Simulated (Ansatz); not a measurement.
Molecular dynamics on a 2×2×2 supercell (24 atoms) of BaF2 (fluorite), relaxed with r2SCAN. Forces come from PBE in the plane-wave code Ansatz: a Nosé-Hoover thermostat at fixed volume, 1000 K, steps of 1.5 fs. Computed, non-magnetic; the trajectory is short and the cell small, so nothing here is a converged average.

```yaml
crystal:
  lattice:
    - [0.0, 6.1943275425, 6.1943275425]
    - [6.1943275425, 0.0, 6.1943275425]
    - [6.1943275425, 6.1943275425, 0.0]
  atoms:
    - { symbol: Ba, position: [0.0, 0.0, 0.0] }
    - { symbol: F, position: [0.125, 0.125, 0.125] }
    - { symbol: F, position: [0.375, 0.375, 0.375] }
    - { symbol: Ba, position: [0.0, 0.0, 0.5] }
    - { symbol: F, position: [0.125, 0.125, 0.625] }
    - { symbol: F, position: [0.375, 0.375, 0.875] }
    - { symbol: Ba, position: [0.0, 0.5, 0.0] }
    - { symbol: F, position: [0.125, 0.625, 0.125] }
    - { symbol: F, position: [0.375, 0.875, 0.375] }
    - { symbol: Ba, position: [0.0, 0.5, 0.5] }
    - { symbol: F, position: [0.125, 0.625, 0.625] }
    - { symbol: F, position: [0.375, 0.875, 0.875] }
    - { symbol: Ba, position: [0.5, 0.0, 0.0] }
    - { symbol: F, position: [0.625, 0.125, 0.125] }
    - { symbol: F, position: [0.875, 0.375, 0.375] }
    - { symbol: Ba, position: [0.5, 0.0, 0.5] }
    - { symbol: F, position: [0.625, 0.125, 0.625] }
    - { symbol: F, position: [0.875, 0.375, 0.875] }
    - { symbol: Ba, position: [0.5, 0.5, 0.0] }
    - { symbol: F, position: [0.625, 0.625, 0.125] }
    - { symbol: F, position: [0.875, 0.875, 0.375] }
    - { symbol: Ba, position: [0.5, 0.5, 0.5] }
    - { symbol: F, position: [0.625, 0.625, 0.625] }
    - { symbol: F, position: [0.875, 0.875, 0.875] }
kpoints:
  mp_grid: { grid: [2, 2, 2] }
hamiltonian:
  xc: pbe
scf:
  occupations: { method: fermi_dirac, width: 0.086 }
md:
  ensemble: nvt_nose_hoover
  temperature: 1000
  timestep: 1.5
  n_steps: 30
  initial_velocities: maxwell_boltzmann
  seed: 5205
```

Command: `ansatz run input.yaml --threads 4 --pin off --max-ram 3686MiB --backend cpu --events-out ev --progress --plain --runs-dir out`. It took 3.8 min on 4 threads of Intel(R) Xeon(R) Processor @ 2.50GHz (Skylake/Cascade Lake), with other jobs on the host; peak host memory 1.8 GiB.

| step | t (fs) | T (K) | free energy F from step 0 (meV/atom) | kinetic energy (meV/atom) | largest force (eV/Å) |
| --- | --- | --- | --- | --- | --- |
| 0 | 0 | 1000 | 0.0 | 123.9 | 0.00 |
| 1 | 1.5 | 997 | 0.3 | 123.5 | 0.11 |
| 2 | 3 | 990 | 1.3 | 122.6 | 0.21 |
| 3 | 4.5 | 977 | 2.9 | 121.0 | 0.32 |
| 4 | 6 | 959 | 5.1 | 118.8 | 0.42 |
| 5 | 7.5 | 936 | 7.9 | 116.0 | 0.53 |
| 6 | 9 | 910 | 11.2 | 112.7 | 0.63 |
| 7 | 10.5 | 879 | 15.0 | 108.9 | 0.73 |
| 8 | 12 | 846 | 19.2 | 104.8 | 0.82 |
| 9 | 13.5 | 809 | 23.7 | 100.2 | 0.92 |
| 10 | 15 | 770 | 28.6 | 95.4 | 1.00 |
| 11 | 16.5 | 730 | 33.6 | 90.5 | 1.08 |
| 12 | 18 | 689 | 38.7 | 85.4 | 1.15 |
| 13 | 19.5 | 648 | 43.9 | 80.2 | 1.22 |
| 14 | 21 | 607 | 49.1 | 75.2 | 1.27 |
| 15 | 22.5 | 567 | 54.1 | 70.2 | 1.32 |
| 16 | 24 | 529 | 58.9 | 65.5 | 1.36 |
| 17 | 25.5 | 493 | 63.4 | 61.1 | 1.38 |
| 18 | 27 | 460 | 67.6 | 57.0 | 1.40 |
| 19 | 28.5 | 430 | 71.4 | 53.3 | 1.40 |
| 20 | 30 | 404 | 74.8 | 50.0 | 1.40 |
| 21 | 31.5 | 381 | 77.7 | 47.2 | 1.40 |
| 22 | 33 | 362 | 80.2 | 44.9 | 1.45 |
| 23 | 34.5 | 348 | 82.1 | 43.1 | 1.51 |
| 24 | 36 | 337 | 83.6 | 41.7 | 1.56 |
| 25 | 37.5 | 330 | 84.6 | 40.9 | 1.60 |
| 26 | 39 | 326 | 85.2 | 40.4 | 1.63 |
| 27 | 40.5 | 326 | 85.4 | 40.4 | 1.65 |
| 28 | 42 | 329 | 85.2 | 40.8 | 1.67 |
| 29 | 43.5 | 335 | 84.8 | 41.4 | 1.68 |
| 30 | 45 | 342 | 84.0 | 42.4 | 1.67 |

The temperature starts at 1000 K, is lowest at step 27 (326 K, 40.5 fs) and ends at 342 K. The thermostat hasn't had time to restore it. The atoms start on their lattice sites with kinetic energy alone, so much of it first passes into potential energy. By the last step the atoms have moved 0.26 Å in the root mean square, the drift of the whole cell taken out, 0.46 Å at most.

Positions (Å) and forces (eV/Å) at step 30:
```
Ba  -0.167  -0.134   0.000     1.017   0.242   0.081
F    1.123   1.346   1.632     0.388   0.225  -0.087
F    4.710   4.590   4.758    -0.013   0.235  -0.709
Ba   3.118   3.181   0.035    -0.718  -1.208  -0.279
F    4.647   4.487   1.599     0.024   0.105   0.005
F    7.961   7.999   4.499    -0.456  -0.428   0.199
Ba   3.142   0.124   3.147    -0.386   0.044  -0.376
F    4.591   1.497   4.912     0.345  -0.183  -0.733
F    7.773   4.251   7.849     0.194   1.031   0.025
Ba   6.360   3.155   3.015    -0.419   0.187   1.080
F    7.843   4.747   4.693    -0.250  -0.001   0.149
F   10.590   7.397   7.785     0.251   0.874  -0.452
Ba  -0.204   3.118   3.082     0.552  -0.886  -0.213
F    1.241   4.542   4.593     0.482   0.297   0.342
F    4.537   7.617   7.640     0.289   0.399   0.321
Ba   3.110   6.097   3.070    -0.802  -0.557   1.356
F    4.511   7.733   4.761     0.271  -0.241  -0.327
F    7.853  11.023   7.999    -0.106  -0.693  -0.660
Ba   3.221   3.060   6.132    -0.485   0.929   0.513
F    4.980   4.652   7.471    -0.649  -0.216   0.637
F    7.544   7.605  10.738     0.302   0.095  -0.021
Ba   6.323   6.318   6.264    -0.477  -0.510  -1.003
F    7.632   7.889   7.675     0.590  -0.219   0.009
F   10.661  10.709  10.744     0.056   0.478   0.143
```
